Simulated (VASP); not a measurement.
# MnSi (Pm-3m) in VASP: relaxation of cell and atoms with PBE

Aim: the relaxation of cell and atoms of MnSi with PBE.

Program: VASP 6.6.1. These are calculated values, not measurements. Logs are shortened: lines on timing, memory, paths and dates and some standing lists are left out, and cuts for length are marked.

**1. The crystal as given**

The structure is cubic, space group Pm-3m (No. 221). Conventional cell: a = 3.072 Å, b = 3.072 Å, c = 3.072 Å, α = 90.00°, β = 90.00°, γ = 90.00°. Mn (site symmetry m-3m) is surrounded by 8 Si at 2.66 Å. Around Si (site symmetry m-3m) lie 8 Mn at 2.66 Å.

The cell was built by a generator and needn't be a form met in nature.

**2. Relaxation of cell and atoms, PBE, collinear spin, ferromagnetic start**

Input file INCAR:

```
PREC = Accurate
ENCUT = 600
EDIFF = 1E-6
ISMEAR = 0
SIGMA = 0.05
LREAL = F
LASPH = T
NELM = 150
ALGO = Normal
ISIF = 3
LWAVE = F
LCHARG = F
ISPIN = 2
MAGMOM = 4 0
LORBIT = 11
LMAXMIX = 4
GGA = PE
IBRION = 2
NSW = 40
EDIFFG = -0.01
```

Input file KPOINTS:

```
Automatic mesh
0
Gamma
  9 9 9
```

Input file POSCAR:

```
MnSi
1.0
    3.0721807200      0.0000000000      0.0000000000
    0.0000000000      3.0721807200      0.0000000000
    0.0000000000      0.0000000000      3.0721807200
Mn Si
1 1
Direct
    0.0000000000      0.0000000000      0.0000000000
    0.5000000000      0.5000000000      0.5000000000
```

Potentials or basis: VASP PAW PBE potentials, release 64 (Mn_pv, Si).

Command:

```
$ cat potpaw_PBE.64/Mn_pv/POTCAR potpaw_PBE.64/Si/POTCAR > POTCAR
$ mpirun -np 1 vasp_std > vasp.out
```

OUTCAR:

```text
PREC = Accurate
   ENCUT = 600
   EDIFF = 1E-6
   ISMEAR = 0
   LREAL = F
   LASPH = T
   NELM = 150
   ISIF = 3
   ISPIN = 2
   LORBIT = 11
   GGA = PE
   IBRION = 2
   NSW = 40
   EDIFFG = -0.01

 ion  position               nearest neighbor table
   1  0.000  0.000  0.000-   2 2.66   2 2.66   2 2.66   2 2.66   2 2.66   2 2.66   2 2.66   2 2.66

   2  0.500  0.500  0.500-   1 2.66   1 2.66   1 2.66   1 2.66   1 2.66   1 2.66   1 2.66   1 2.66

  LATTYP: Found a simple cubic cell.
 ALAT       =     3.0721807200

  Lattice vectors:

 A1 = (   3.0721807200,   0.0000000000,   0.0000000000)
 A2 = (   0.0000000000,   3.0721807200,   0.0000000000)
 A3 = (   0.0000000000,   0.0000000000,   3.0721807200)

Analysis of symmetry for initial positions (statically):
=====================================================================
 Subroutine PRICEL returns:
 Original cell was already a primitive cell.

 Routine SETGRP: Setting up the symmetry group for a
 simple cubic supercell.

 Subroutine GETGRP returns: Found 48 space group operations
 (whereof 48 operations were pure point group operations)
 out of a pool of 48 trial point group operations.

The static configuration has the point symmetry O_h .

Analysis of symmetry for dynamics (positions and initial velocities):
=====================================================================
 Subroutine PRICEL returns:
 Original cell was already a primitive cell.

 Routine SETGRP: Setting up the symmetry group for a
 simple cubic supercell.

 Subroutine GETGRP returns: Found 48 space group operations
 (whereof 48 operations were pure point group operations)
 out of a pool of 48 trial point group operations.

The dynamic configuration has the point symmetry O_h .

Analysis of structural, dynamic, and magnetic symmetry:
=====================================================================
 Subroutine PRICEL returns:
 Original cell was already a primitive cell.

 Routine SETGRP: Setting up the symmetry group for a
 simple cubic supercell.

 Subroutine GETGRP returns: Found 48 space group operations
 (whereof 48 operations were pure point group operations)
 out of a pool of 48 trial point group operations.

The overall configuration has the point symmetry O_h .

 Subroutine INISYM returns: Found 48 space group operations
 (whereof 48 operations are pure point group operations),
 and found     1 'primitive' translations

----------------------------------------------------------------------------------------

                                     Primitive cell

  volume of cell :      28.9961

  direct lattice vectors                    reciprocal lattice vectors
     3.072180720  0.000000000  0.000000000     0.325501685  0.000000000  0.000000000
     0.000000000  3.072180720  0.000000000     0.000000000  0.325501685  0.000000000
     0.000000000  0.000000000  3.072180720     0.000000000  0.000000000  0.325501685

  length of vectors
     3.072180720  3.072180720  3.072180720     0.325501685  0.325501685  0.325501685

  position of ions in fractional coordinates (direct lattice)
     0.000000000  0.000000000  0.000000000
     0.500000000  0.500000000  0.500000000

  ion indices of the primitive-cell ions
   primitive index   ion index
                 1           1
                 2           2

----------------------------------------------------------------------------------------

 KPOINTS: Automatic mesh

Automatic generation of k-mesh.
 Grid dimensions read from file:
 generate k-points for:    9    9    9

 Generating k-lattice:

  Cartesian coordinates                     Fractional coordinates (reciprocal lattice)
     0.036166854  0.000000000  0.000000000     0.111111111  0.000000000  0.000000000
     0.000000000  0.036166854  0.000000000     0.000000000  0.111111111  0.000000000
     0.000000000  0.000000000  0.036166854     0.000000000  0.000000000  0.111111111

  Length of vectors
     0.036166854  0.036166854  0.036166854

  Shift w.r.t. Gamma in fractional coordinates (k-lattice)
     0.000000000  0.000000000  0.000000000

 Subroutine IBZKPT returns following result:
 ===========================================

 Found     35 irreducible k-points:

 Following reciprocal coordinates:
            Coordinates               Weight
  0.000000  0.000000  0.000000      1.000000
  0.111111  0.000000  0.000000      6.000000
  0.222222  0.000000  0.000000      6.000000
  0.333333  0.000000  0.000000      6.000000
  0.444444  0.000000  0.000000      6.000000
  0.111111  0.111111  0.000000     12.000000
[... 16 lines left out ...]
  0.333333  0.333333  0.111111     24.000000
  0.444444  0.333333  0.111111     48.000000
 [... further k-points ...]
   k-points           NKPTS =     35   k-points in BZ     NKDIM =     35   number of bands    NBANDS=     14
   number of dos      NEDOS =    301   number of ions     NIONS =      2
   total plane-waves  NPLWV =  21952
   dimension x,y,z NGX =    28 NGY =   28 NGZ =   28
   dimension x,y,z NGXF=    56 NGYF=   56 NGZF=   56
   ions per type =               1   1
   NGX,Y,Z   is equivalent  to a cutoff of  15.15, 15.15, 15.15 a.u.
   NGXF,Y,Z  is equivalent  to a cutoff of  30.30, 30.30, 30.30 a.u.
 SYSTEM =  unknown system
   PREC   = accura    normal or accurate (medium, high low for compatibility)
   ISTART =      0    job   : 0-new  1-cont  2-samecut
   ICHARG =      2    charge: 1-file 2-atom 10-const
   ISPIN  =      2    spin polarized calculation?
   LNONCOLLINEAR =      F non collinear calculations
   LSORBIT =      F    spin-orbit coupling
   LASPH  =      T    aspherical Exc in radial PAW
   ENCUT  =  600.0 eV  44.10 Ry    6.64 a.u.   6.14  6.14  6.14*2*pi/ulx,y,z
   NELM   =    150;   NELMIN=  2; NELMDL= -5     # of ELM steps
   EDIFF  = 0.1E-05   stopping-criterion for ELM
   LREAL  =      F    real-space projection
   EDIFFG = -.1E-01   stopping-criterion for IOM
   NSW    =     40    number of steps for IOM
   IBRION =      2    ionic relax: 0-MD 1-quasi-New 2-CG
   NFREE  =      1    steps in history (QN), initial steepest desc. (CG)
   ISIF   =      3    stress and relaxation
   ISYM   =      2    0-nonsym 1-usesym 2-fastsym
   POTIM  = 0.5000    time-step for ionic-motion
   TEBEG  =    0.0;   TEEND  =   0.0 temperature during run
   PSTRESS=    0.0 pullay stress
   NELECT =      17.0000    total number of electrons
   NUPDOWN=      -1.0000    fix difference up-down
   EMIN   =  10.00;   EMAX   =-10.00  energy-range for DOS
   EFERMI =   0.00;   METHOD = LEGACY
   ISMEAR =     0;   SIGMA  =   0.05  broadening in eV -4-tet -1-fermi 0-gaus
   EFERMI_NEDOS =   21; number of points for ismear=-14 and -15
   IALGO  =     38    algorithm
   IMIX   =      4    mixing-type and parameters
     AMIX     =   0.40;   BMIX     =  1.00
     AMIX_MAG =   1.60;   BMIX_MAG =  1.00
  volume/ion in A,a.u.               =      14.50        97.84
  Fermi-wavevector in a.u.,A,eV,Ry     =   1.370180  2.589265 25.543496  1.877394
  Thomas-Fermi vector in A             =   2.495989
   LORBIT       =     11    0 simple, 1 ext, 2 COOP (PROOUT), +10 PAW based schemes
   GGA     = PE    functional components
   LHFCALC =     F    Hartree Fock is set to
   AEXX    =    0.0000 exact exchange contribution
   IVDW    =     0    specifies the selected vdW correction
   LEPSILON=     F    determine dielectric tensor
   LRPA    =     F    only Hartree local field effects (RPA)
 conjugate gradient relaxation of ions
 spin polarized calculation
 Gauss-broadening in eV      SIGMA  =   0.05
  energy-cutoff  :      600.00
  volume of cell :       29.00
 maximum number of plane-waves:       977
 NGX is ok and might be reduce to    28
   NGX = 13   NGY = 13   NGZ = 13

--------------------------------------- Ionic step        1  -------------------------------------------

 number of electron      17.0000001 magnetization       2.5594045

 Free energy of the ion-electron system (eV)
  ---------------------------------------------------
  ext. energy  EPLUGINS =         0.00000000
  ---------------------------------------------------
  free energy    TOTEN  =       -14.21405053 eV

  energy without entropy =      -14.21119254  energy(sigma->0) =      -14.21262154

 E-fermi :   8.6841     XC(G=0): -11.6947

 val. band max:        8.6765487145   @ k =   0.3333   0.3333   0.3333
 cond. band min:       8.7033272611   @ k =   0.2222   0.0000   0.0000
 fundamental gap:      0.0267785467
 Fermi energy:         8.6841361673

 spin component 1

 k-point     1 :       0.0000    0.0000    0.0000
  band No.  band energies     occupation
      1     -40.3851      1.00000
      2     -40.3851      1.00000
      3     -40.3851      1.00000
      4      -2.9773      1.00000
      5       5.6704      1.00000
      6       5.6704      1.00000
      7       7.4438      1.00000
      8       7.4438      1.00000
      9       7.4438      1.00000
     10      11.1285      0.00000
     11      11.1285      0.00000
     12      11.1285      0.00000
     13      15.9892      0.00000
     14      15.9892      0.00000

 k-point     2 :       0.1111    0.0000    0.0000
  band No.  band energies     occupation
      1     -40.3902      1.00000
      2     -40.3847      1.00000
      3     -40.3847      1.00000
      4      -2.7860      1.00000
      5       5.5759      1.00000
      6       5.7243      1.00000
      7       7.2826      1.00000
      8       7.2826      1.00000
      9       7.4565      1.00000
     10      10.0548      0.00000
     11      11.4580      0.00000
     12      11.4580      0.00000
     13      15.9438      0.00000
     14      16.4816      0.00000
[... 1015 lines left out ...]
 VOLUME and BASIS-vectors are now :
 -----------------------------------------------------------------------------
  energy-cutoff  :      600.00
  volume of cell :       22.01
      direct lattice vectors                 reciprocal lattice vectors
     2.802592400  0.000000000 -0.000000000     0.356812500 -0.000000000 -0.000000000
     0.000000000  2.802592400  0.000000000    -0.000000000  0.356812500  0.000000000
     0.000000000 -0.000000000  2.802592400     0.000000000 -0.000000000  0.356812500

 POSITION                                       TOTAL-FORCE (eV/Angst)
 -----------------------------------------------------------------------------------
      0.00000      2.80259      0.00000         0.000000      0.000000     -0.000000
      1.40130      1.40130      1.40130        -0.000000     -0.000000      0.000000
 -----------------------------------------------------------------------------------
    total drift:                               -0.000000      0.000000     -0.000000

  FREE ENERGIE OF THE ION-ELECTRON SYSTEM (eV)
  ---------------------------------------------------
  free  energy   TOTEN  =       -15.1010139142 eV

  energy  without entropy=      -15.0990740329  energy(sigma->0) =      -15.10004397

--------------------------------------- Ionic step        8  -------------------------------------------

 number of electron      17.0000008 magnetization      -0.2149843

 Free energy of the ion-electron system (eV)
  ---------------------------------------------------
  ext. energy  EPLUGINS =         0.00000000
  ---------------------------------------------------
  free energy    TOTEN  =       -15.10206744 eV

  energy without entropy =      -15.10008746  energy(sigma->0) =      -15.10107745

 E-fermi :  11.8986     XC(G=0): -13.1231

 val. band max:       11.8594940705   @ k =   0.1111   0.0000   0.0000
 cond. band min:      11.9055464736   @ k =   0.4444   0.3333   0.2222
 fundamental gap:      0.0460524031
 Fermi energy:        11.8985703908

 spin component 1

 k-point     1 :       0.0000    0.0000    0.0000
  band No.  band energies     occupation
      1     -35.3664      1.00000
      2     -35.3664      1.00000
      3     -35.3664      1.00000
      4      -1.3160      1.00000
      5       9.1033      1.00000
      6       9.1033      1.00000
      7      12.4298      0.00000
      8      12.4298      0.00000
      9      12.4298      0.00000
     10      15.7522      0.00000
     11      15.7522      0.00000
     12      15.7522      0.00000
     13      20.9207      0.00000
     14      20.9207      0.00000

 k-point     2 :       0.1111    0.0000    0.0000
  band No.  band energies     occupation
      1     -35.3833      1.00000
      2     -35.3650      1.00000
      3     -35.3650      1.00000
      4      -1.0758      1.00000
      5       8.9139      1.00000
      6       9.2061      1.00000
      7      12.1016      0.00000
      8      12.1016      0.00000
      9      12.4547      0.00000
     10      14.7850      0.00000
     11      16.2690      0.00000
     12      16.2690      0.00000
     13      20.7197      0.00000
     14      21.9053      0.00000
[... 799 lines left out ...]
 VOLUME and BASIS-vectors are now :
 -----------------------------------------------------------------------------
  energy-cutoff  :      600.00
  volume of cell :       21.83
      direct lattice vectors                 reciprocal lattice vectors
     2.794955255  0.000000000 -0.000000000     0.357787481 -0.000000000 -0.000000000
     0.000000000  2.794955255  0.000000000    -0.000000000  0.357787481  0.000000000
     0.000000000 -0.000000000  2.794955255     0.000000000 -0.000000000  0.357787481

 POSITION                                       TOTAL-FORCE (eV/Angst)
 -----------------------------------------------------------------------------------
      0.00000     -0.00000      2.79496         0.000000      0.000000      0.000000
      1.39748      1.39748      1.39748        -0.000000     -0.000000      0.000000
 -----------------------------------------------------------------------------------
    total drift:                               -0.000000     -0.000000      0.000000

  FREE ENERGIE OF THE ION-ELECTRON SYSTEM (eV)
  ---------------------------------------------------
  free  energy   TOTEN  =       -15.1020674414 eV

  energy  without entropy=      -15.1000874615  energy(sigma->0) =      -15.10107745

 reached required accuracy - stopping structural energy minimisation

 total charge

# of ion       s       p       d       tot
------------------------------------------
    1        0.341   6.365   5.407  12.112
    2        0.710   0.907   0.000   1.617
--------------------------------------------------
tot          1.051   7.272   5.407  13.730

 magnetization (x)

# of ion       s       p       d       tot
------------------------------------------
    1        0.000  -0.004  -0.219  -0.222
    2        0.004   0.007   0.000   0.010
--------------------------------------------------
tot          0.004   0.003  -0.219  -0.212
```

Wall time 4.9 min (1 thread of Intel Xeon Platinum 8375C at 2.90GHz (Ice Lake), shared host); peak memory 0.19 GiB.

What came out:

* Free energy: -15.1021 eV
* Relaxed volume: 10.92 Å³/atom
* Relaxed cell: a = 2.795 Å, b = 2.795 Å, c = 2.795 Å, α = 90.00°, β = 90.00°, γ = 90.00°
* Space group after relaxing (to 0.05 Å): Pm-3m (No. 221)
* Energy gained by relaxing: 444.0 meV/atom
* Ionic steps: 8
* Pressure after relaxing: 0.0 GPa
* Band gap on the k mesh: none (metal or under the smearing width)
* Net moment: -0.21 μB per cell
* Site moments: Mn -0.22; Si +0.01 μB
* Valence electrons inside the program's atomic spheres: Mn 12.11; Si 1.62

Step by step:
```tsv
step	energy change (eV)	largest force (eV/Å)	pressure (GPa)	volume (Å³)
1	0.0000	0.0000	-17.57	29.00
2	-0.8577	0.0000	-9.41	22.82
3	-0.8842	0.0000	-3.58	22.18
4	-0.8576	0.0000	11.15	20.92
5	-0.8880	0.0000	-0.18	21.85
6	-0.8876	0.0000	1.30	21.72
7	-0.8870	0.0000	-1.86	22.01
8	-0.8880	0.0000	-0.01	21.83
```

Final structure:
```
CELL_PARAMETERS angstrom
2.79496 0.00000 0.00000
0.00000 2.79496 0.00000
0.00000 0.00000 2.79496
ATOMIC_POSITIONS crystal
Mn 0.00000 0.00000 0.00000
Si 0.50000 0.50000 0.50000
```

Caveat: the volume moved by over 15 % at a fixed basis, so the end points are rough; the moment fell far below its start of 4 μB, so a state of higher moment may lie lower in energy.
